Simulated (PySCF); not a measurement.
An unknown is described by computed data only.

Formula: C2H2O4.

- Rotational structure: rotational constants A, B, C: 6.143, 3.612, 2.275 GHz [PBE0-D3(BJ)/def2-SVP]
- Valence photoelectron: vertical ionisation energy: 10.72 eV [ΔSCF B3LYP/def2-SVPD]
- NMR, other nuclei: isotropic shieldings of nuclei other than C and H, by class: -102 (2 O), 107 (2 O) ppm [GIAO PBE/pcSseg-2]
- Dipole: 0.07 D [B3LYP/def2-SVPD]
- UV, strongest line: among the 10 lowest singlet transitions: S6 at 7.38 eV (168 nm, f = 0.117) [TDDFT B3LYP/def2-SVPD]
- Couplings: largest of the computed one-bond spin–spin couplings (means over like bonds): 13C–13C +102.1, 17O–1H -76.1 (×2), 17O–13C +30.6 (×2), 17O–13C +29.5 (×2) Hz [B3LYP/pcJ-1]
- 13C NMR: chemical shifts (computed TMS as zero) by class: 161.4 (2 C) ppm [GIAO PBE/pcSseg-2]

The electronic properties come from PySCF, for the isolated species, density fitting. Levels stand in brackets. The structure is a single PBE0-D3(BJ)/def2-SVP conformer in the gas phase; no vibrational or solvent corrections. Each NMR value is the plain mean over a class of atoms that symmetry, rotation or inversion makes alike.

**Question.** Propose a structure and show how it fits.

**Answer.** Numbering: `[O:1]=[C:2]([OH:3])[C:4](=[O:5])[OH:6]`. Its formula, C2H2O4, gives 2 degrees of unsaturation: 0 rings and 2 π bonds in the structure found. 2 carbons fall into 1 class: carboxylic acid carbon [C2/C4] (161.4 ppm, 2 C). The other shieldings belong to: -102 ppm, acid carbonyl oxygen [O1/O5]; 107 ppm, acid hydroxyl oxygen [O3/O6]. The couplings run between: +102.1 Hz, carboxylic acid carbon [C2] and carboxylic acid carbon [C4]; -76.1 Hz, acid hydroxyl oxygen [O3] and its hydrogen (with 1 like pair); +30.6 Hz, acid hydroxyl oxygen [O3] and carboxylic acid carbon [C2] (with 1 like pair); +29.5 Hz, acid carbonyl oxygen [O1] and carboxylic acid carbon [C2] (with 1 like pair). The first electron is taken from the HOMO, whose largest Löwdin shares are 0.36 on each of 2 atoms of one kind (acid carbonyl oxygen) and 0.07 on each of 2 atoms of one kind (carboxylic acid carbon). By its constants the optimised geometry is an asymmetric top. Structure: `C(O)(=O)C(O)=O` (oxalic acid). The assignments are read from this structure; whether some other isomer fits the data as well wasn't checked.

The values belong to the conformer `[O:1]=[C:2]([OH:3])[C:4](=[O:5])[OH:6]`: O1–C2–C4–O5 178°, H–O3–C2–O1 0°, H–O6–C4–C2 180°.
